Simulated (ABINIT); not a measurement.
Si2Mo:

```xyz
3
Lattice="-1.6000 1.6000 3.9305 1.6000 -1.6000 3.9305 1.6000 1.6000 -3.9305" Properties=species:S:1:pos:R:3 pbc="T T T"
Mo    0.0000    0.0000    0.0000
Si    0.0000    0.0000    5.2433
Si    0.0000    0.0000    2.6177
```

Program: ABINIT 10.8.3 (patched build). Alike in all runs: no spin polarisation; cell as given; cutoff (eV) 408; smearing fermi-dirac 0.05 eV.

Question: Order these runs on this cell by their pressure, lowest first.
A. level BLYP; potentials or basis JTH PAW PBE v2.0; k mesh 12 × 12 × 12; mesh quality not flagged
B. level rPW86PBE; potentials or basis JTH PAW PBE v2.0; k mesh 12 × 12 × 12; mesh quality not flagged
C. level LDA; potentials or basis JTH PAW LDA v2.0; k mesh 16 × 16 × 16; mesh quality not flagged
D. level PW91; potentials or basis JTH PAW PBE v2.0; k mesh 12 × 12 × 12; mesh quality not flagged
E. level PBEsol; potentials or basis JTH PAW PBE v2.0; k mesh 5 × 5 × 5; mesh quality coarse

Answer: C (-5.9 GPa), E (-2.5 GPa), D (3.2 GPa), B (7.4 GPa), A (11.8 GPa).

Caveats: some runs use coarse meshes; the PAW data sets were made with another functional, which shifts forces and pressure a little (some runs).

Runs at the PBE level aren't shown here.
